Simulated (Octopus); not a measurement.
**Si in Octopus: convergence with k mesh**

Input of the first run (k mesh 1 × 1 × 1); the others differ in this setting and in those tied to it:

The input inp:

```
CalculationMode = gs
UnitsOutput = eV_Angstrom
PeriodicDimensions = 3
ExperimentalFeatures = yes
PseudopotentialSet = hscv_lda
%Species
 "Si2" | species_pseudo | set | hscv_lda
 "Si1" | species_pseudo | set | hscv_lda
%
XSFCoordinates = "crystal.xsf"
%Spacing
 0.16735995*angstrom | 0.16735995*angstrom | 0.16735995*angstrom
%
DerivativesOrder = 8
%KPointsGrid
 1 | 1 | 1
%
KPointsUseSymmetries = yes
XCFunctional = gga_x_b88 + gga_c_p86
SpinComponents = polarized
KPointsUseTimeReversal = no
GuessMagnetDensity = user_defined
%AtomsMagnetDirection
 0.57
 -0.3
%
SmearingFunction = fermi_dirac
Smearing = 0.15*eV
ExtraStates = 7
Eigensolver = chebyshev_filter
ConvRelDens = 1e-6
MaximumIter = 120
```

Contents of crystal.xsf:

```
CRYSTAL
PRIMVEC
    0.0000000000      5.1435532945      5.1435532945
    5.1435532945      0.0000000000      5.1435532945
    5.1435532945      5.1435532945      0.0000000000
PRIMCOORD
2 1
Si2     5.1435532945      5.1435532945      5.1435532945
Si1     7.7153299417      7.7153299417      7.7153299417
```

Potentials or basis: hscv_lda (LDA).

Launch:

```sh
$ OMP_NUM_THREADS=1 octopus > out.log  # reads inp and crystal.xsf
```

Hardware: 1 thread of Arm Neoverse V1, on a shared host.

| k mesh | energy less the tightest run, at zero smearing (meV/atom) | gap on the mesh (eV) | SCF cycles | CPU time (s) | peak memory (GiB) |
| --- | --- | --- | --- | --- | --- |
| 1 × 1 × 1 | 8267.27 | 2.424 | 103 | 20 | 0.06 |
| 2 × 2 × 2 | 1232.48 | 0.777 | 15 | 18 | 0.11 |
| 4 × 4 × 4 | 86.40 | 0.880 | 15 | 56 | 0.25 |
| 5 × 5 × 5 | 28.11 | 0.751 | 15 | 77 | 0.33 |
| 6 × 6 × 6 | 9.26 | 0.892 | 15 | 120 | 0.49 |
| 7 × 7 × 7 | 2.54 | 0.752 | 15 | 160 | 0.64 |
| 8 × 8 × 8 | 0.00 | 0.789 | 15 | 240 | 0.9 |

Not settled before the last step: the energy (to 1 meV/atom), the gap on the mesh (to 0.01 eV). Meshes of other sizes hit other points, so gaps and Fermi surfaces needn't settle smoothly. The tightest run that finished is the yardstick and may itself not be fully converged.

Caveat, for the tightest run too: this is an older set of potentials, less accurate than current ones.
